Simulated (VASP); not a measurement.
Here is a VASP 6.6.1 calculation.

INCAR

```
PREC = Accurate ; ENCUT = 520
EDIFF = 1E-6 ; ISMEAR = 0
SIGMA = 0.05 ; LREAL = False
LASPH = True ; NELM = 100
ALGO = Fast ; ISIF = 2
LWAVE = False ; LCHARG = False
GGA = PS ; NBANDS = 11
```

The input KPOINTS:

```
Automatic mesh
0
Gamma
  12 12 12
```

The input POSCAR:

```
Si
1.0
    0.0000000000      2.7154700000      2.7154700000
    2.7154700000      0.0000000000      2.7154700000
    2.7154700000      2.7154700000      0.0000000000
Si
2
Direct
    0.4585707078      0.5414292922      0.4585707078
    0.7500000000      0.7500000000      0.7500000000
```

Potentials or basis: VASP PAW PBE potentials, release 64 (Si).

Run with:

```console
$ cat potpaw_PBE.64/Si/POTCAR > POTCAR
$ mpirun -np 1 vasp_std > vasp.out
```

(1) Predict the largest force.

(2) Predict the band gap on the k mesh.

## Answers

(1) 2.784 eV/Å.

(2) none (metal or under the smearing width).

Caveat: the PAW data sets were made with another functional, which shifts forces and pressure a little.
